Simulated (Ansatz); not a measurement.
`[CH3][SnH]([CH3])[AlH2]` + tert-butanol → `CC(C)(C)[O][AlH2]` + `[CH3][SnH2][CH3]`  (cleavage of the Al–Sn bond)

Computed with Ansatz on PBE0-D4/def2-TZVP structures; ΔE is electronic, products minus reactants. CCSD(T)/CBS is the MP2 limit (def2-TZVPP, def2-QZVPP) plus CCSD(T) − MP2 in def2-TZVPP, frozen cores. DFT in def2-TZVPP. B3LYP here is the variant with VWN-RPA as its local correlation; programs differ in this. def2 core potentials past Kr. For Sn outer-core shells are correlated without core-valence functions, which leaves a few kJ/mol of doubt a bond. Each species was taken in one conformer, which may not be the lowest.

```csv
level,ΔE (eV)
PBE-D4,-0.91
B3LYP-D4,-1.11
r2SCAN,-1.05
PBE0,-0.91
HF/def2-TZVPP,-1.14
CCSD/def2-TZVPP,-1.08
CCSD(T)/def2-TZVPP,-1.07
HF/def2-QZVPP,-1.16
```

Problem. What does CCSD(T)/CBS give? (Best estimate.)

Solution. Computed: -1.03 eV. The listed levels differ from it by 0.12, -0.08, -0.02, 0.12, -0.11, -0.05, -0.04, -0.13 eV.

Largest T1 diagnostic among the species: 0.011.

The D4 term adds −0.05 eV with B3LYP and −0.03 eV with PBE0; it sums over pairs of atoms, weighted by their polarisabilities, and B3LYP, whose exchange is more repulsive, gets the larger term. In def2-TZVPP, CCSD(T) changes the Hartree–Fock value by +0.07 eV (the triples alone add +0.00 eV) and MP2 by +0.04 eV.

CCSD(T)/CBS has its own doubt, a few kJ/mol and more with outer-core shells, so smaller differences from it don't rank the levels.
